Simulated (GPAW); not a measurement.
Wanted: an ASE script for a GPAW 26.7.0 run.

```yaml
Task: band structure
Functional: r2SCAN
Potentials_or_basis: GPAW PAW data sets (gpaw-data 1.2.1)
Cutoff: 600 eV
Basis: pw
k_mesh: 6 × 6 × 6
Occupations: fermi-dirac, width 0.05 eV
Spin: spin-orbit coupling, no magnetisation
Maxiter: 150
Band_path: GXMGRX,MR
Band_points: 80
spin_axis_theta_degrees: 0
spin_axis_phi_degrees: 0
Soc_after_scf: second variation without the xc potential
```

The structure of TePb lies in TePb.cif:

```cif
data_TePb
_cell_length_a 4.00228700
_cell_length_b 4.00228700
_cell_length_c 4.00228700
_cell_angle_alpha 90.00000000
_cell_angle_beta 90.00000000
_cell_angle_gamma 90.00000000
_space_group_name_H-M_alt 'P1'
_space_group_name_Hall 'P 1'
_space_group_IT_number 1
loop_
_space_group_symop_operation_xyz
'x,y,z'
loop_
_atom_site_label
_atom_site_type_symbol
_atom_site_symmetry_multiplicity
_atom_site_Wyckoff_symbol
_atom_site_fract_x
_atom_site_fract_y
_atom_site_fract_z
_atom_site_occupancy
Pb1 Pb 1 a 0.0000000000 0.0000000000 0.0000000000 1
Te1 Te 1 a 0.5000000000 0.5000000000 0.5000000000 1
```

Measurements of this composition are mostly on another form, of space group No. 225.

One way to write it, as run:

run.py

```python
import numpy as np
from ase.dft.bandgap import bandgap
from ase.io import read, write
from ase.units import GPa
from gpaw import GPAW, PW
from gpaw.spinorbit import soc_eigenstates

atoms = read('TePb.cif')

calc = GPAW(mode=PW(600),
            xc='MGGA_X_R2SCAN+MGGA_C_R2SCAN',
            kpts={'size': (6, 6, 6), 'gamma': True},
            occupations={'name': 'fermi-dirac', 'width': 0.05},
            nbands=19,
            convergence={'density': 1e-05, 'energy': 1e-05},
            maxiter=150,
            txt='gpaw.txt')
atoms.calc = calc
energy = atoms.get_potential_energy()
forces = atoms.get_forces()
stress = atoms.get_stress()
calc.write('gs.gpw')
write('result.traj', atoms)
print(f'Energy: {energy:.6f} eV')
print('Forces (eV/A):')
print(forces.round(4))
print('Stress (GPa):', (stress / GPa).round(3))
print('Fermi level:', round(calc.get_fermi_level(), 4), 'eV')
print(f'Gap: {bandgap(calc)[0]:.4f} eV, direct: {bandgap(calc, direct=True)[0]:.4f} eV')

path = atoms.cell.bandpath('GXMGRX,MR', npoints=80, eps=1e-4)
bs_calc = calc.fixed_density(kpts=path, symmetry='off', nbands=32,
                             convergence={'bands': 'CBM+6.0', 'eigenstates': 1e-6}, txt='bands.txt')
bs = bs_calc.band_structure()
bs.write('bs.json')
print(f'Gap on the path: {bandgap(bs_calc)[0]:.4f} eV')

soc = soc_eigenstates(bs_calc, theta=0, phi=0, ignore_xc_potential=True)
np.savetxt('soc_bands.dat', soc.eigenvalues(), fmt='%.4f')
mesh = soc_eigenstates('gs.gpw', theta=0, phi=0, ignore_xc_potential=True)
np.savetxt('soc_mesh.dat', mesh.eigenvalues(), fmt='%.4f')
print('Fermi level with spin-orbit coupling:', round(mesh.fermi_level, 4), 'eV')
```

Potentials or basis: GPAW PAW data sets (gpaw-data 1.2.1), pw.

Run with:

```console
$ OMP_NUM_THREADS=1 python run.py
```

It gave:

```yaml
Pressure: -1.0 GPa
Band_gap_along_the_path: none (metal or under the smearing width)
```

Caveat: spin-orbit coupling was added after a scalar SCF, so levels and gaps hold it while energy, forces, pressure and moments don't; this program's spin-orbit splittings come out too wide for heavy elements; the PAW data sets were made with another functional, which shifts forces and pressure a little.

It took 3.6 min on 1 thread of Arm Neoverse V1, with other jobs on the host, peak memory 0.49 GiB.
